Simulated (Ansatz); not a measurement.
TiO2: moving Ti off its site

TiO2, P4_2/mnm, a = 4.643 Å, c = 2.964 Å. The compound has several low-lying forms, and this is one of them. Ansatz: PBE, PAW, 420 eV, Γ-centred 6×6×10 mesh on 6 atoms, Gaussian smearing 0.05 eV; no spin polarisation.

```xyz
6
Lattice="4.6431 0.0000 0.0000 0.0000 4.6431 0.0000 0.0000 0.0000 2.9640" Properties=species:S:1:pos:R:3 pbc="T T T"
Ti    0.0000    0.0000    0.0000
Ti    2.3215    2.3215    1.4820
O     1.4166    1.4166    0.0000
O     0.9049    3.7382    1.4820
O     3.2264    3.2264    0.0000
O     3.7382    0.9049    1.4820
```

Atom 1 (Ti) moves by x along the unit vector (0.000, 0.000, 1.000), with its periodic images; all else is held. y is the free energy of the cell over the start, F the force along the path summed over the moved atoms. Symmetry makes y even in x.

| x (Å) | y (meV) | F (eV/Å) |
| --- | --- | --- |
| -0.450 | 873.7 | 6.92 |
| -0.150 | 10.2 | 0.33 |
| 0.000 | 0.0 | 0.00 |
| 0.075 | -0.4 | -0.02 |
| 0.225 | 61.9 | -1.14 |
| 0.300 | 194.6 | -2.50 |
| 0.375 | ? | ? |

Task: Fit y = c2 x² + c4 x⁴ to the energies of the other rows, give the force constant, and predict energy and force of the missing row.

Result: Least squares on the rows shown. y = 308.57 x² + 19805 x⁴. The force constant is 2 c2 = 0.617 eV/Å² (for all images moving together, not for a lone atom). The force −dy/dx at the missing row is -4.41 eV/Å (computed -4.44). With a term in x⁶ added, the coefficient of x² becomes -160.4, 152 % less, which shows how far this figure hangs on the form. At x = 0.375 the fit asked for gives 435.0 meV. The run gave 451.2 meV, so the fit is 16.2 meV too low, 1.9 % of the span of the series, against an rms of 4.8 meV on the fitted rows. With a term in x⁶ added, a fit to the same known rows predicts 455.0 meV, so most of the miss is curvature that the known rows already hold.

Cost: 7 runs of about 2.7 core-minutes in all, on AMD EPYC 7R43 (Zen 3) (shared hosts).